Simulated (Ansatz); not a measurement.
AlCu3 under changes of volume

One of the cells (12.031 Å³/atom); the others are scaled copies at fixed shape and fractional positions:

```
CELL_PARAMETERS angstrom
3.63738 0.00000 0.00000
0.00000 3.63738 0.00000
0.00000 0.00000 3.63738
ATOMIC_POSITIONS crystal
Cu 0.00000 0.50000 0.50000
Cu 0.50000 0.00000 0.50000
Cu 0.50000 0.50000 0.00000
Al 0.00000 0.00000 0.00000
```

The cell comes from a database or a generator and needn't be the stable form of this composition.

| Item | Value |
| --- | --- |
| Program | Ansatz 0.2.0 |
| Functional | PBEsol |
| Potentials or basis | Ansatz PAW |
| Cutoff | 420 eV (not typed: the program's choice for these potentials) |
| k mesh | 7 × 7 × 7 |
| Occupations | fermi-dirac, width 0.05 eV |
| Spin | no spin polarisation |

```csv
volume (Å³/atom),energy over the lowest point (meV/atom),pressure (GPa)
11.309,19.36,9.9
11.550,?,?
11.790,1.21,2.4
12.031,0.00,-0.7
12.272,3.27,-3.6
12.512,10.56,-6.1
12.753,21.40,-8.3
```

Task: What does the run at 11.550 Å³/atom give?

Result: Energy over the lowest point 7.48 meV/atom; pressure 6.0 GPa.

Worked out: A Birch-Murnaghan fit of order 3 (a polynomial in V^(-2/3)) to the other rows has its minimum at 11.97 Å³/atom with B0 = V·E''(V) = 153 GPa and B' = 4.8. It gives 7.44 meV/atom at 11.550 Å³/atom, against the run's 7.48, and -dE/dV = 6.0 GPa, against 6.0.

Energies are extrapolated to zero smearing.

Caveats: the PAW data sets come from PBE, with cores solved anew for the run's functional, which leaves a small shift of forces and pressure.
